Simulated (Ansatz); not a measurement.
# Se: the cost of one run

Program: Ansatz 0.2.0. Level of theory: DFT PBEsol, scalar-relativistic, plane waves, PAW. These are calculated values, not measurements.

2 further runs of the same task are left out: 2 set aside as unsound or not needed.

## 1. The structure to begin with

Symmetry: R-3, No. 148, trigonal system. The conventional cell has a = 10.703 Å, b = 10.703 Å, c = 4.567 Å, α = 90.00°, β = 90.00°, γ = 120.00°. Se (site symmetry 1) has 2 Se at 2.43 Å in its first shell of neighbours.

As a file:

```cif
data_structure
_symmetry_space_group_name_H-M 'P 1'
_symmetry_Int_Tables_number 1
_cell_length_a 6.3641
_cell_length_b 6.3641
_cell_length_c 6.3641
_cell_angle_alpha 114.468
_cell_angle_beta 114.468
_cell_angle_gamma 114.468
_cell_volume 151.01
loop_
_atom_site_label
_atom_site_type_symbol
_atom_site_fract_x
_atom_site_fract_y
_atom_site_fract_z
_atom_site_occupancy
Se1 Se 0.30252 0.16717 0.90908 1
Se2 Se 0.90908 0.30252 0.16717 1
Se3 Se 0.16717 0.90908 0.30252 1
Se4 Se 0.69748 0.83283 0.09092 1
Se5 Se 0.09092 0.69748 0.83283 1
Se6 Se 0.83283 0.09092 0.69748 1
```

This cell was relaxed beforehand with the same method: volume 25.17 Å³/atom, gap on the mesh 0.98 eV.

## 2. Static run: bands, density of states and charges

Contents of input.yaml:

```yaml
crystal:
  lattice:
    - [5.3514623827, 3.0896682472, 1.5222232923]
    - [-5.3514623827, 3.0896682472, 1.5222232923]
    - [0.0, -6.1793364945, 1.5222232922]
  atoms:
    - { symbol: Se, position: [0.3025245758, 0.1671748821, 0.9090848794] }
    - { symbol: Se, position: [0.9090848794, 0.3025245758, 0.1671748821] }
    - { symbol: Se, position: [0.1671748821, 0.9090848794, 0.3025245758] }
    - { symbol: Se, position: [0.6974754242, 0.8328251179, 0.0909151206] }
    - { symbol: Se, position: [0.0909151206, 0.6974754242, 0.8328251179] }
    - { symbol: Se, position: [0.8328251179, 0.0909151206, 0.6974754242] }
basis:
  ecutwfc: 420
kpoints:
  mp_grid: { grid: [6, 6, 6] }
  band_path:
    path:
      - [[0.0, 0.0, 0.0], [0.5, 0.0, 0.0], [0.5, -0.5, 0.5], [0.20712256, -0.79287744, 0.20712256]]
      - [[0.20712256, 0.20712256, 0.20712256], [0.0, 0.0, 0.0], [0.5, -0.5, 0.0]]
    npoints: 14
hamiltonian:
  xc: pbesol
scf:
  occupations: { method: gaussian, width: 0.02 }
  n_extra_bands: 15
output:
  forces: true
  stress: true
  eigenvalues: true
  populations: true
  dos: { projected: true, de: 0.02, nscf_kmesh: { grid: [9, 9, 9] } }
  bader: true
  write_density: true
  write_potential: true
  elf: true
  volumetric_format: npy
```

Command:

```sh
> ansatz run input.yaml --threads 1 --pin off --max-ram 2560MiB --backend cpu --events-out ev --progress --plain --runs-dir out
```

**Question.** How long does this run take on 1 thread of Arm Neoverse V2, shared host, and how much memory does it need?

About 2.2 min, with a peak of 0.85 GiB.
